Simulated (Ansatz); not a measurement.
# B: energy and stress against strain

This session takes B and sets out to strain the cell along the Voigt pattern (0, 0, 1, 0, 0, 0).

Program: Ansatz 0.2.0. Level of theory: DFT PBEsol, scalar-relativistic, plane waves, PAW. These are calculated values, not measurements.

### 1 Starting point

Symmetry: P6/mmm, No. 191, hexagonal system. Conventional cell: a = 1.702 Å, b = 1.702 Å, c = 3.635 Å, α = 90.00°, β = 90.00°, γ = 120.00°. Around B (site symmetry 6/mmm) lie 6 B at 1.70 Å.

As a file:

```xyz
1
Lattice="1.7024 0.0000 0.0000 -0.8512 1.4744 0.0000 0.0000 0.0000 3.6354" Properties=species:S:1:pos:R:3 pbc="T T T"
B     0.0000    0.0000    0.0000
```

It goes back to an entry of the Materials Project, which need not be the stable form.

The cell is taken as given, not relaxed at this level.

### 2 Zero of energy

Reference values: F = -151.9327 eV; pressure 1.54 GPa; largest force 0.000 eV/Å; gap on the mesh none (metal). It was computed beforehand with the settings of the runs below.

### 3 Next: energy and stress against strain

The cell is strained by ε times the Voigt pattern (0, 0, 1, 0, 0, 0) (xx, yy, zz, yz, xz, xy; engineering shear), with fractional coordinates fixed (clamped ions). The stress on the pattern is the sum of the stress components weighted by it, tension positive.

### 4 ε = -0.0200

The input, input.yaml:

```yaml
crystal:
  lattice:
    - [1.7024335758, 0.0, 0.0]
    - [-0.8512167879, 1.4743507249, 0.0]
    - [0.0, 0.0, 3.562714393]
  atoms:
    - { symbol: B, position: [0.0, 0.0, 0.0] }
basis:
  ecutwfc: 420
kpoints:
  mp_grid: { grid: [33, 33, 14] }
hamiltonian:
  xc: pbesol
scf:
  occupations: { method: gaussian, width: 0.15 }
output:
  forces: true
  stress: true
  eigenvalues: true
```

### 5 ε = 0.0150

input.yaml: that of step 4 with these lines changed.

```diff
@@ -4,3 +4,3 @@
     - [-0.8512167879, 1.4743507249, 0.0]
-    - [0.0, 0.0, 3.562714393]
+    - [0.0, 0.0, 3.6899541928]
   atoms:
```

### 6 Point ε = -0.0100

input.yaml: that of step 5 with these lines changed.

```diff
@@ -4,3 +4,3 @@
     - [-0.8512167879, 1.4743507249, 0.0]
-    - [0.0, 0.0, 3.6899541928]
+    - [0.0, 0.0, 3.5990686215]
   atoms:
```

### 7 Point ε = 0.0050

input.yaml: that of step 6 with these lines changed.

```diff
@@ -4,3 +4,3 @@
     - [-0.8512167879, 1.4743507249, 0.0]
-    - [0.0, 0.0, 3.5990686215]
+    - [0.0, 0.0, 3.6535999642]
   atoms:
```

### 8 At ε = 0.0200

input.yaml: that of step 7 with these lines changed.

```diff
@@ -4,3 +4,3 @@
     - [-0.8512167879, 1.4743507249, 0.0]
-    - [0.0, 0.0, 3.6535999642]
+    - [0.0, 0.0, 3.708131307]
   atoms:
```

### 9 ε = -0.0150

input.yaml: that of step 8 with these lines changed.

```diff
@@ -4,3 +4,3 @@
     - [-0.8512167879, 1.4743507249, 0.0]
-    - [0.0, 0.0, 3.708131307]
+    - [0.0, 0.0, 3.5808915072]
   atoms:
```

### 10 ε = 0.0100

input.yaml: that of step 9 with these lines changed.

```diff
@@ -4,3 +4,3 @@
     - [-0.8512167879, 1.4743507249, 0.0]
-    - [0.0, 0.0, 3.5808915072]
+    - [0.0, 0.0, 3.6717770785]
   atoms:
```

### 11 At ε = -0.0050

input.yaml: that of step 10 with these lines changed.

```diff
@@ -4,3 +4,3 @@
     - [-0.8512167879, 1.4743507249, 0.0]
-    - [0.0, 0.0, 3.6717770785]
+    - [0.0, 0.0, 3.6172457358]
   atoms:
```

### 12 ε = 0.0175

input.yaml: that of step 11 with these lines changed.

```diff
@@ -4,3 +4,3 @@
     - [-0.8512167879, 1.4743507249, 0.0]
-    - [0.0, 0.0, 3.6172457358]
+    - [0.0, 0.0, 3.6990427499]
   atoms:
```

(Steps that only read results are left out.)

**Question.** What will these runs give? Wanted: slope of the stress at ε = 0, over ±0.0050.

The runs gave:

| quantity | value |
| --- | --- |
| slope of the stress at ε = 0, over ±0.0050 | 20 GPa |

What this shows: The slope of the stress at zero strain, 20 GPa, estimates C33 with clamped ions in this Cartesian frame. The reference stands under 1.5 GPa, so this is no zero-stress constant. The energy drops below the reference, by 0.4 meV/atom at ε = -0.0200; the cell was taken as given and not relaxed at this level.
